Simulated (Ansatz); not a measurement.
CsBr (CsCl type, Pm-3m), the program Ansatz at the r²SCAN level (PAW): ε∞ = 2.86, cell volume 80.83 Å³. Infrared-active transverse modes:

| ω_TO (cm⁻¹) | oscillator strength S_xx (e²/amu) |
|---|---|
| 69.1 | 0.03353 |

Q: Compute the static dielectric constant.

A: Each mode adds (4.921e7/V) S/ω²: 4.28. So ε0 = 7.14.

Q: What LO frequency does the Lyddane–Sachs–Teller relation give?

A: ω_LO = ω_TO √(ε0/ε∞) = 109 cm⁻¹.

The r²SCAN relaxation kept the symmetry of its start; phonons on a q-mesh show no instability. Spin–orbit coupling is left out wherever it is not named.

Potentials: the later of the program's two PAW sets.
